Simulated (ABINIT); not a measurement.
Runs of ABINIT 10.8.3 (patched build) on PbS (Galena). Symmetry: Fm-3m, No. 225, cubic system. The conventional cell has a = 5.931 Å, b = 5.931 Å, c = 5.931 Å, α = 90.00°, β = 90.00°, γ = 90.00°. Around Pb (site symmetry m-3m) lie 6 S at 2.97 Å. S (site symmetry m-3m) has 6 Pb at 2.97 Å as nearest neighbours. 

| task | level | potentials or basis | k mesh | cutoff (eV) | smearing | fine-grid cutoff | most SCF steps | mesh quality | gap on the mesh (eV) | pressure (GPa) |
| --- | --- | --- | --- | --- | --- | --- | --- | --- | --- | --- |
| band structure | AM05 | JTH PAW PBE v2.0 sp | 8 × 8 × 8 | 544 | fermi-dirac 0.05 eV | 1088.46 eV | - | not flagged | 0.35 | -0.1 |
| band structure | OLYP | JTH PAW PBE v2.0 | 8 × 8 × 8 | 544 | fermi-dirac 0.05 eV | 1088.46 eV | - | not flagged | 0.68 | - |
| single point | PBE | SPMS NC PBE v1.0 | 6 × 6 × 6 | 490 | fixed | - | - | not flagged | 0.38 | 2.0 |
| band structure | SOGGA | JTH PAW PBE v2.0 | 8 × 8 × 8 | 544 | fermi-dirac 0.05 eV | 1088.46 eV | - | not flagged | (c) | - |
| single point | PBE0 | SPMS NC PBE v1.0 | 6 × 6 × 6 | 490 | fixed | - | 60 | not flagged | (a) | (b) |
| band structure | LDA | JTH PAW LDA v2.0 | 8 × 8 × 8 | 544 | fermi-dirac 0.05 eV | 1088.46 eV | - | not flagged | 0.23 | - |
| band structure | LDA-Teter | JTH PAW LDA v2.0 | 8 × 8 × 8 | 544 | fermi-dirac 0.05 eV | 1088.46 eV | - | not flagged | 0.23 | - |
| single point | LDA | JTH PAW LDA v2.0 | 10 × 10 × 10 | 544 | fermi-dirac 0.05 eV | 1088.46 eV | - | not flagged | 0.23 | - |

Alike in all rows: no spin polarisation; cell as given.

Fill in the values left out.

(a) 1.33; (b) -0.3; (c) 0.20.

Caveats: spin-orbit coupling is left out, which as a rule narrows the gap of such compounds by several tenths of an eV; the PAW data sets were made with another functional, which shifts forces and pressure a little (some runs); this set keeps more shells in the core, which shifts pressures and gaps (some runs); the potentials were made for another functional, which shifts forces and pressure (some runs).

A k mesh can miss the band edges, and the runs leave out spin-orbit coupling on Pb.

Not every run made on this cell is shown here.
